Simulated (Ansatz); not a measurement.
Input of an Ansatz 0.2.0 run:

File input.yaml:

```yaml
crystal:
  lattice:
    - [0.0, -2.37124252, -2.37124252]
    - [-2.37124252, 0.0, -2.37124252]
    - [2.37124252, 2.37124252, -4.74248504]
  atoms:
    - { symbol: Sb, position: [0.48982044, 0.45773603, 0.56014569] }
    - { symbol: Sb, position: [0.01017956, 0.04226397, 0.93985431] }
hamiltonian:
  xc: revpbe
  pseudopotentials: { kind: paw }
kpoints:
  mp_grid: { grid: [9, 9, 5] }
  band_path:
    path:
      - [[0.0, 0.0, 0.0], [0.0, -0.5, 0.0], [0.375, -0.3125, 0.1875]]
      - [[0.3125, -0.3125, 0.5], [0.0, 0.0, 0.5], [0.0, 0.0, 0.0], [0.34375, -0.34375, 0.0]]
      - [[0.34375, -0.3125, 0.34375], [0.5, 0.0, 0.5], [0.46875, 0.0, 0.65625], [0.0, 0.0, 0.5]]
      - [[0.0, -0.5, 0.0], [0.0, -0.46875, 0.34375]]
    npoints: 14
scf:
  occupations: { method: fermi_dirac, width: 0.05 }
  n_extra_bands: 6
output:
  forces: true
  stress: true
  eigenvalues: true
  fatbands: true
```

Potentials or basis: Ansatz PAW.

Launch:

```bash
$ ansatz run input.yaml --threads 2 --pin off --max-ram 5632MiB --backend cpu --events-out ev --progress --plain --runs-dir out
```

Task: Predict the pressure.

Result: 14.1 GPa.

Task: What does it give for the band gap on the k mesh?

Result: None (metal or under the smearing width).

Task: What does it give for the largest force?

Result: 2.007 eV/Å.

Forces on the atoms (eV/Å):
```
Sb  -1.360 -1.051  1.035
Sb   1.360  1.051 -1.035
```

Caveat: spin-orbit coupling is left out, which moves the levels of the heavy elements; the PAW data sets come from PBE, with cores solved anew for the run's functional, which leaves a small shift of forces and pressure; forces of over 1 eV/Å show positions far from the minimum, so gaps and moduli don't describe the material at rest.
